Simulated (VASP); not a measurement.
CsI, 2 atoms in the cell. It takes space group Pm-3m (No. 221, cubic). The conventional cell has a = 4.505 Å, b = 4.505 Å, c = 4.505 Å, α = 90.00°, β = 90.00°, γ = 90.00°. Around Cs (site symmetry m-3m) lie 8 I at 3.90 Å. I (site symmetry m-3m) is surrounded by 8 Cs at 3.90 Å.  The cell isn't the ideal one: volume scaled by 0.96.

| Item | Value |
| --- | --- |
| Program | VASP 6.6.1 |
| Task | single point |
| Functional | PBE |
| Dispersion | MBD-FI |
| Potentials or basis | VASP PAW PBE potentials, release 64 (Cs_sv, I) |
| Cutoff | 520 eV |
| k mesh | 6 × 6 × 6 |
| Occupations | fermi-dirac, width 0.05 eV |
| Spin | no spin polarisation |
| Further INCAR settings | ALGO = Normal; EDIFF = 1e-06; NBANDS = 15 |

Potentials or basis: VASP PAW PBE potentials, release 64 (Cs_sv, I).

Command:

```sh
$ ase convert -i cif -o vasp CsI.cif POSCAR
$ cat potpaw_PBE.64/Cs_sv/POTCAR potpaw_PBE.64/I/POTCAR > POTCAR
$ mpirun -np 1 vasp_std > vasp.out
```

Hardware: 1 thread of Intel(R) Xeon(R) 6975P-C (Granite Rapids), on a shared host.

**Question.** Estimate the wall time of this run.

**Answer.** It took 54 s on 1 thread of Intel(R) Xeon(R) 6975P-C (Granite Rapids), on a shared host, peak memory 0.19 GiB. Counts: scf iterations 12, k points 20.
